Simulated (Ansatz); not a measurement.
## LuH2: frozen-core PAW against all-electron methods

```xyz
3
Lattice="0.0252 2.5291 2.5291 2.5291 0.0252 2.5291 2.5291 2.5291 0.0252" Properties=species:S:1:pos:R:3 pbc="T T T"
Lu    0.0000    0.0000    0.0000
H     1.2708    1.2708    1.2708
H     3.8125    3.8125    3.8125
```

Atom numbers follow the list: Lu1, H2, H3.

The conventional cell has a = 3.541 Å, b = 3.541 Å, c = 8.805 Å, α = 90.00°, β = 90.00°, γ = 120.00°. Lu (atom 1) has 8 H at 2.17 to 2.20 Å as nearest neighbours. H (atom 2) has 4 Lu at 2.17 to 2.20 Å as nearest neighbours.

The cell comes from COD entry 9009021, which wasn't checked; take it as a given geometry. The listed cell was then made from it by scaling, straining or moving an atom.

Spin–orbit coupling is left out, though it moves levels of the heavy atoms by tenths of an eV or more.

All numbers are computed: DFT, LDA, PAW with Ansatz's default frozen-core files, scalar-relativistic (Ansatz 0.2.0); DFT, LDA, all-electron PAW with datasets made for the crystal, scalar-relativistic (Ansatz 0.2.0); DFT, LDA, all-electron LAPW, scalar-relativistic (Ansatz 0.2.0).

For PAW: a Γ-centred 8×8×8 k mesh, Fermi–Dirac smearing of 0.02 eV, cutoff 420 eV, no spin polarisation; the PAW files were made with PBE, and the program remakes their frozen cores for this functional. The crystal-made all-electron datasets (AE datasets) take a cutoff of 360 eV at this cell. LAPW targets a basis error of 1 meV/atom. The Ansatz runs share mesh, smearing and spin set-up. Plane-wave (PAW) pressures include the program's estimate of the Pulay term.

Stress and pressure are positive in compression.

The change that made this cell: equal xy, yz and zx engineering shear strains of +1 %.

No spin–orbit coupling: at heavy atoms the gradients can be off by tens of per cent for that reason.

In a metal, gradients converge slowly with the k mesh: the values move by tens of per cent from one mesh to another, at times in sign, so only the comparison on one mesh counts.

```tsv
quantity	PAW	AE datasets	LAPW
pressure (GPa)	-6.69	-6.71	-6.71
stress yz (GPa)	-0.87	-0.87	-0.87
stress xz (GPa)	-0.87	-0.87	-0.87
stress xy (GPa)	-0.87	-0.87	-0.87
force on H2, x (eV/Å)	-0.030	-0.030	-0.030
largest principal field gradient Vzz at Lu1 (10²¹ V/m²)	?	2.45	–
```

(1) Give the missing entry: row "largest principal field gradient Vzz at Lu1 (10²¹ V/m²)", column "PAW".

Answers

(1) 2.30.
